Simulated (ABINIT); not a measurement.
**BaO (Fm-3m): one start, several treatments of the self-energy**

Wanted: the gap of BaO (Fm-3m) under several approximations, with cost.

Calculated with ABINIT 10.8.3; PBE and many-body steps on it, plane waves.

The database entry behind the starting cell differs from later determinations by our own check (about 0.7 % short), so it need not match the best structure at ambient conditions.

### 1. Starting point

Symmetry: Fm-3m, No. 225, cubic system. Conventional cell: a = 5.500 Å, b = 5.500 Å, c = 5.500 Å, α = 90.00°, β = 90.00°, γ = 90.00°. Nearest to Ba lie 6 O at 2.75 Å. Nearest to O lie 6 Ba at 2.75 Å. Farther neighbours and most contacts between anions are not listed.

Coordinates:

```cif
data_structure
_symmetry_space_group_name_H-M 'Fm-3m'
_symmetry_Int_Tables_number 225
_cell_length_a 5.5000
_cell_length_b 5.5000
_cell_length_c 5.5000
_cell_angle_alpha 90.000
_cell_angle_beta 90.000
_cell_angle_gamma 90.000
_cell_volume 166.37
loop_
_atom_site_label
_atom_site_type_symbol
_atom_site_symmetry_multiplicity
_atom_site_Wyckoff_symbol
_atom_site_fract_x
_atom_site_fract_y
_atom_site_fract_z
_atom_site_occupancy
Ba1 Ba 4 a 0.00000 0.00000 0.00000 1
O1 O 4 b 0.50000 0.00000 0.00000 1
```

The cell and positions come from the Crystallography Open Database and are kept as given unless a step says otherwise. Spin-orbit coupling is left out unless a step names it.

### 2. Empty states on the mesh, 6×6×6 mesh, 189 bands

This step: ABINIT 10.8.3; DFT, PBE, plane waves, norm-conserving pseudopotentials.

The sums over transitions need many empty states on a uniform mesh; this step solves for them.

The input, run.abi:

```
acell 3*1.0 Angstrom
rprim 
  -0.000000000000 2.750000000000 2.750000000000
  2.750000000000 -0.000000000000 2.750000000000
  2.750000000000 2.750000000000 -0.000000000000
ntypat 2
znucl 56 8
natom 2
typat 1 2
xred 
  0.000000000000 0.000000000000 0.000000000000
  0.500000000000 0.500000000000 0.500000000000
pp_dirpath "pseudos"
pseudos "Ba.upf, O.upf"
ecut 36
ngkpt 6 6 6
nshiftk 1
shiftk 0 0 0
kptopt 1
chksymbreak 0
irdden 1
istwfk *1
nband 189
prtvol 0
optdriver 6
gwr_task "HDIAGO"
paral_kgb 0
occopt 1
indata_prefix "in"
outdata_prefix "out"
tmpdata_prefix "tmp"
```

Started as:

```sh
$ OMP_NUM_THREADS=1 mpirun -n 8 abinit run.abi > log
```

Log:

```text
.Version 10.8.3 of ABINIT. v10.8.2 released Aug 2026.

 Symmetries : space group Fm -3 m (#225); Bravais cF (face-center cubic)
[... echo of the input left out ...]
== DATASET  1 ==================================================================
-   mpi_nproc: 8, omp_nthreads: 1 (-1 if OMP is not activated)

--- !DatasetInfo
iteration_state: {dtset: 1, }
dimensions: {natom: 2, nkpt: 16, mband: 189, nsppol: 1, nspinor: 1, nspden: 1, mpw: 2914, }
cutoff_energies: {ecut:  36.0, pawecutdg:  -1.0, }
[...]
Direct band gap semiconductor
 Fundamental gap:     1.938 (eV)
   VBM:     5.775 (eV) at k: [ 5.0000E-01,  5.0000E-01,  0.0000E+00]
   CBM:     7.713 (eV) at k: [ 5.0000E-01,  5.0000E-01,  0.0000E+00]
 Direct gap:         1.938 (eV) at k: [ 5.0000E-01,  5.0000E-01,  0.0000E+00]

== END DATASET(S) ==============================================================
================================================================================

 -outvars: echo values of variables after computation  --------
           etotal      0.0000000000E+00
            nband         189
             nkpt          16
          spgroup         225
 [... the other variables as echoed above ...]

 Calculation completed.
```

The job ended after 34 s (8 MPI ranks of Intel Xeon Platinum 8488C (Sapphire Rapids), shared host; peak memory 4.2 GiB).

Numbers from this step:

* gap: 1.938 eV
* k of the valence top: 0.5, 0.5, 0
* k of the conduction bottom: 0.5, 0.5, 0
* least direct gap: 1.938 eV
* k points computed: 16
* lowest point of the top converged band, above the valence top: 135.4939 eV

On this mesh the gap is 1.938 eV.

The density comes from a self-consistent run that is not shown.

### 3. Screening, 6×6×6 mesh, 181 bands, screening to 228.6 eV

The RPA dielectric matrix is built and inverted for each q.

This step: RPA screening on PBE, plane waves, norm-conserving pseudopotentials.

run.abi: that of step 2 with these lines changed.

```diff
@@ -20,10 +20,11 @@
 chksymbreak 0
-irdden 1
 istwfk *1
-nband 189
-prtvol 0
-optdriver 6
-gwr_task "HDIAGO"
-paral_kgb 0
 occopt 1
+irdwfk 1
+optdriver 3
+nband 181
+ecuteps 8.4
+inclvkb 2
+awtr 1
+symchi 1
 indata_prefix "in"
```

Log:

```text
.Version 10.8.3 of ABINIT. v10.8.2 released Aug 2026.

 Symmetries : space group Fm -3 m (#225); Bravais cF (face-center cubic)
[... echo of the input left out ...]
== DATASET  1 ==================================================================
-   mpi_nproc: 8, omp_nthreads: 1 (-1 if OMP is not activated)

--- !DatasetInfo
iteration_state: {dtset: 1, }
dimensions: {natom: 2, nkpt: 16, mband: 181, nsppol: 1, nspinor: 1, nspden: 1, mpw: 2914, }
cutoff_energies: {ecut:  36.0, pawecutdg:  -1.0, }
electrons: {nelect:   1.60000000E+01, charge:   0.00000000E+00, occopt:   1.00000000E+00, tsmear:   1.00000000E-02, }

 SCREENING: Calculation of the susceptibility and dielectric matrices

 Based on a program developped by R.W. Godby, V. Olevano, G. Onida, and L. Reining.
 Incorporated in ABINIT by V. Olevano, G.-M. Rignanese, and M. Torrent.
.Using double precision arithmetic ; gwpc =  8

[... cell and pseudopotentials left out ...]
--------------------------------------------------------------------------------

 ==== K-mesh for the wavefunctions ====
 Number of points in the irreducible wedge :    16
[... list of points left out ...]
 Together with 48 symmetry operations and time-reversal symmetry
 yields   216 points in the full Brillouin Zone.

 ==== Q-mesh for the screening function ====
 Number of points in the irreducible wedge :    16
[... list of points left out ...]
 Together with 48 symmetry operations and time-reversal symmetry
 yields   216 points in the full Brillouin Zone.

 setmesh: FFT mesh size selected  =    30x   30x   30
          total number of points  =        27000

 vcoul_init : cutoff-mode = AUXILIARY_FUNCTION
 q-points for optical limit:   1
     1)      0.000010    0.000020    0.000030

- screening: taking advantage of time-reversal symmetry
- Maximum band index for partially occupied states nbvw = 8
- Remaining bands to be divided among processors   nbcw = 173
- Number of bands treated by each node ~21

 Number of electrons calculated from density =   16.0000; Expected =   16.0000
 average of density, n =  0.057003
 r_s =    1.6119
 omega_plasma =   23.0305 [eV]

 calculating chi0 at frequencies [eV] :
  1    0.000000E+00    0.000000E+00
  2    0.000000E+00    2.303049E+01

--------------------------------------------------------------------------------
  q-point number  1        q = ( 0.000000, 0.000000, 0.000000) [r.l.u.]
--------------------------------------------------------------------------------
[... chi0 elements left out ...]
 For q-point:  0.000010 0.000020 0.000030
  dielectric constant =   4.0129
  dielectric constant without local fields =   4.4937

  Average fulfillment of the sum rule on Im[epsilon] for q-point    1 :     91.35  [%]
[... wings left out ...]
  q-point number  2        q = ( 0.166667, 0.000000, 0.000000) [r.l.u.]
--------------------------------------------------------------------------------
[... chi0 elements left out ...]
  Average fulfillment of the sum rule on Im[epsilon] for q-point    2 :    100.86  [%]

 [... 14 further q-points ...]
```

It took 2.4 min on 8 MPI ranks; peak memory 2.8 GiB; 20 min of CPU time.

Numbers from this step:

```yaml
eps_infinity_with_local_fields_on_this_mesh_along_the_program_s_q_direction: 4.013
the_same_without_local_fields: 4.494
plasma_frequency: 23.03 eV
plane_waves_in_the_screening_matrix: 331
```

Local fields lower ε∞ by 11 %.

### 4. G0W0, Godby-Needs plasmon pole

The self-energy is evaluated for the states that the input lists, and the levels follow from it, in one-shot runs by the linearised quasiparticle equation.

This step: G0W0 on PBE, plane waves, norm-conserving pseudopotentials.

run.abi: that of step 3 with these lines changed.

```diff
@@ -23,8 +23,17 @@
 irdwfk 1
-optdriver 3
+optdriver 4
 nband 181
+gwcalctyp 0
+ecutsigx 36
+symsigma 1
+nkptgw 2
+kptgw 
+  0.5000000000 0.5000000000 0.0000000000
+  0.0000000000 0.0000000000 0.0000000000
+bdgw 
+  6 10
+  6 12
 ecuteps 8.4
-inclvkb 2
-awtr 1
-symchi 1
+irdscr 1
+ppmodel 1
 indata_prefix "in"
```

Log:

```text
.Version 10.8.3 of ABINIT. v10.8.2 released Aug 2026.

 Symmetries : space group Fm -3 m (#225); Bravais cF (face-center cubic)
[... echo of the input left out ...]
== DATASET  1 ==================================================================
-   mpi_nproc: 8, omp_nthreads: 1 (-1 if OMP is not activated)

--- !DatasetInfo
iteration_state: {dtset: 1, }
dimensions: {natom: 2, nkpt: 16, mband: 181, nsppol: 1, nspinor: 1, nspden: 1, mpw: 2914, }
cutoff_energies: {ecut:  36.0, pawecutdg:  -1.0, }
electrons: {nelect:   1.60000000E+01, charge:   0.00000000E+00, occopt:   1.00000000E+00, tsmear:   1.00000000E-02, }

 SIGMA: Calculation of the GW corrections

 Based on a program developped by R.W. Godby, V. Olevano, G. Onida, and L. Reining.
 Incorporated in ABINIT by V. Olevano, G.-M. Rignanese, and M. Torrent.
.Using double precision arithmetic ; gwpc =  8

[... cell and pseudopotentials left out ...]
--------------------------------------------------------------------------------

 ==== K-mesh for the wavefunctions ====
 Number of points in the irreducible wedge :    16
[... list of points left out ...]
 Together with 48 symmetry operations and time-reversal symmetry
 yields   216 points in the full Brillouin Zone.

 ==== Q-mesh for screening function ====
 Number of points in the irreducible wedge :    16
[... list of points left out ...]
 Together with 48 symmetry operations and time-reversal symmetry
 yields   216 points in the full Brillouin Zone.

 vcoul_init : cutoff-mode = AUXILIARY_FUNCTION
 q-points for optical limit:   1
     1)      0.000010    0.000020    0.000030
 setmesh: FFT mesh size selected  =    40x   40x   40
          total number of points  =        64000

 Number of electrons calculated from density =   16.0000; Expected =   16.0000
 average of density, n =  0.057003
 r_s =    1.6119
 omega_plasma =   23.0305 [eV]

 === KS Band Gaps ===
  >>>> For spin  1
   Minimum direct gap =   1.9384 [eV], located at k-point      :   0.5000  0.5000  0.0000
   Fundamental gap    =   1.9384 [eV], Top of valence bands at :   0.5000  0.5000  0.0000
                                       Bottom of conduction at :   0.5000  0.5000  0.0000
 SIGMA fundamental parameters:
 PLASMON POLE MODEL  1
 number of plane-waves for SigmaX                 2891
 number of plane-waves for SigmaC and W            331
 number of plane-waves for wavefunctions          2891
 number of bands                                   181
 number of independent spin polarizations            1
 number of spinorial components                      1
 number of k-points in IBZ                          16
 number of q-points in IBZ                          16
 number of symmetry operations                      48
 number of k-points in BZ                          216
 number of q-points in BZ                          216
 number of frequencies for dSigma/dE                 9
 frequency step for dSigma/dE [eV]                0.25
 number of omega for Sigma on real axis              0
 max omega for Sigma on real axis  [eV]           0.00
 zcut for avoiding poles [eV]                     0.10

 EPSILON^-1 parameters (SCR file):
 dimension of the eps^-1 matrix on file            331
 dimension of the eps^-1 matrix used               331
 number of plane-waves for wavefunctions          2891
 number of bands                                   181
 number of q-points in IBZ                          16
 number of frequencies                               2
 number of real frequencies                          1
 number of imag frequencies                          1

 matrix elements of self-energy operator (all in [eV])

 Perturbative Calculation

--- !SelfEnergy_ee
iteration_state: {dtset: 1, }
kpoint     : [   0.500,    0.500,    0.000, ]
spin       : 1
KS_gap     :    1.938
QP_gap     :    2.979
Delta_QP_KS:    1.040
data: !SigmaeeData |
     Band     E0 <VxcDFT>   SigX SigC(E0)      Z dSigC/dE  Sig(E)    E-E0       E
        6   5.561 -18.624 -23.592   4.055   0.761  -0.314 -19.319  -0.696   4.866
        7   5.561 -18.624 -23.592   4.055   0.761  -0.314 -19.319  -0.696   4.866
        8   5.775 -18.633 -23.439   3.879   0.766  -0.305 -19.343  -0.710   5.065
        9   7.713  -8.673  -4.540  -3.743   0.846  -0.181  -8.343   0.330   8.043
       10  11.860 -11.623  -6.729  -4.060   0.834  -0.199 -10.928   0.695  12.555

--- !SelfEnergy_ee
iteration_state: {dtset: 1, }
kpoint     : [   0.000,    0.000,    0.000, ]
spin       : 1
KS_gap     :    4.097
QP_gap     :    5.117
Delta_QP_KS:    1.021
data: !SigmaeeData |
     Band     E0 <VxcDFT>   SigX SigC(E0)      Z dSigC/dE  Sig(E)    E-E0       E
        6   5.336 -18.452 -23.582   4.194   0.758  -0.320 -19.161  -0.709   4.626
[...]
10  10.476  -9.827  -4.987  -4.123   0.840  -0.190  -9.224   0.602  11.078
       11  10.476  -9.827  -4.987  -4.123   0.840  -0.190  -9.224   0.602  11.078
       12  10.476  -9.827  -4.987  -4.123   0.840  -0.190  -9.224   0.602  11.078

== END DATASET(S) ==============================================================
================================================================================

 -outvars: echo values of variables after computation  --------
           etotal      0.0000000000E+00
            nband         181
             nkpt          16
          spgroup         225
 [... the other variables as echoed above ...]

 Calculation completed.
```

The job ended after 33 s (8 MPI ranks; peak memory 3.1 GiB; 4.3 min of CPU time).

Numbers from this step:

- G0W0 gap on the points computed: 2.978 eV
- starting gap on the mesh: 1.938 eV
- k of the valence top: 0.5, 0.5, 0
- k of the conduction bottom: 0.5, 0.5, 0
- Z at the valence top: 0.766
- Z at the conduction bottom: 0.846
- least direct G0W0 gap on the computed points: 2.978 eV

The gap on the mesh goes from 1.94 eV to 2.98 eV, a correction of +1.04 eV.

(Part 1 of 2 ends here.)

[Paths, hosts, dates, memory and timing lines, banners, echoed tables and standing remarks are left out of the program output.]

[Logs are printed without paths, hosts, clocks, repeated set-up lines and the standing remarks that a program may print on its own settings, such as how far it seeks lower states.]

[Runs of the session that timed out or met a known fault of the program may be left out.]

[Hosts, paths, dates, database ids (printed as entryN), source tags and the programs' standing remarks are cut or masked in the printed files.]

[G0W0 gaps are taken among the corrected bands and points alone; a level outside them can change the order at an edge.]

[Where Ansatz stands beside ABINIT at settings called matched, ABINIT's density can come from a denser mesh and the files from another edition; pairs whose starting gaps differed by over 0.03 eV were left out, so agreement reads better than it is.]
